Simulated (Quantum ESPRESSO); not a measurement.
The system is CuAu.

```
Au Cu
1.0
     2.81075    0.00000    0.00000
     0.00000    2.81075    0.00000
     0.00000    0.00000    3.68500
Au Cu
1 1
Cartesian
  0.0000 0.0000 0.0000
  1.4054 1.4054 1.8425
```

Base run:

* Program: Quantum ESPRESSO 7.5
* Functional: PBE
* Potentials or basis: SSSP 1.3 efficiency PBE
* Cutoff: 816 eV
* Density cutoff: 5987 eV
* k mesh: 9 × 9 × 7
* Occupations: fermi-dirac, width 0.05 eV
* Spin: no spin polarisation

Its results: band gap on the k mesh none (metal or under the smearing width); pressure 4.0 GPa.

Problem. The run is repeated on the same cell with these changes: functional from PBE to PBEsol; potentials or basis from SSSP 1.3 efficiency PBE to Ansatz NC SR PBE; cutoff from 816 eV to 1252 eV; density cutoff from 5987 eV to 5007 eV; valence electrons from 30 to 38. What comes out?

Solution. Band gap on the k mesh none (metal or under the smearing width); pressure -4.0 GPa.

Caveats: the potentials were made for another functional, which shifts forces and pressure (some runs).

Not every run made on this cell is shown here.
